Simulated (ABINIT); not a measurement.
Runs of ABINIT 10.8.3 (patched build) on Al2Au. Symmetry: Fm-3m, No. 225, cubic system. Conventional cell: a = 6.000 Å, b = 6.000 Å, c = 6.000 Å, α = 90.00°, β = 90.00°, γ = 90.00°. Au (site symmetry m-3m) is surrounded by 8 Al at 2.60 Å. Al (site symmetry -43m) is surrounded by 4 Au at 2.60 Å. 

```csv
task,level,potentials or basis,cutoff (eV),smearing,fine-grid cutoff,gap on the mesh (eV),pressure (GPa),V0 of scaled cells (Å³/atom),B0 (GPa)
single point,PBE,JTH PAW PBE v2.0,544,cold-b (ABINIT) 0.2 eV,1088.46 eV,none,3.1,-,-
single point,PBE,JTH PAW PBE v2.0,544,methfessel-paxton 0.2 eV,1088.46 eV,none,3.1,-,-
single point,PBE,JTH PAW PBE v2.0,544,gaussian 0.2 eV,1088.46 eV,none,3.1,-,-
single point,PBE,JTH PAW PBE v2.0,544,fermi-dirac 0.2 eV,1088.46 eV,none,3.3,-,-
single point,PBE,JTH PAW PBE v2.0,544,fermi-dirac 0.05 eV,1088.46 eV,none,3.1,-,-
band structure,PBEsol,PseudoDojo NC SR PBEsol v0.4.1 standard,1034,fermi-dirac 0.05 eV,-,none,-0.1,-,-
equation of state,PBE,JTH PAW PBE v2.0,544,fermi-dirac 0.05 eV,1088.46 eV,-,-,18.52,(a)
single point,PBE,JTH PAW PBE v2.0,544,cold (ABINIT) 0.2 eV,1088.46 eV,none,3.1,-,-
equation of state,r2SCAN,JTH PAW PBE v2.0,653,fermi-dirac 0.05 eV,1251.72 eV,-,-,18.11,(b)
equation of state,LDA,JTH PAW LDA v2.0,544,fermi-dirac 0.05 eV,1088.46 eV,-,-,17.56,121
equation of state,PBEsol,JTH PAW PBE v2.0,544,fermi-dirac 0.05 eV,1088.46 eV,-,-,18.03,114
```

Alike in all rows: no spin polarisation; cell as given; k mesh 8 × 8 × 8.

**Question.** Fill in the values left out.

**Answer.** (a) 104; (b) 116.

Caveats: pressures at fixed basis lie under the slope of the energies (some runs); the PAW data sets were made with another functional, which shifts forces and pressure a little (some runs).

A k mesh can miss the band edges, and the runs leave out spin-orbit coupling on Au.

A gap of «none» marks a metal or a gap under the smearing width.

Not every run made on this cell is shown here.
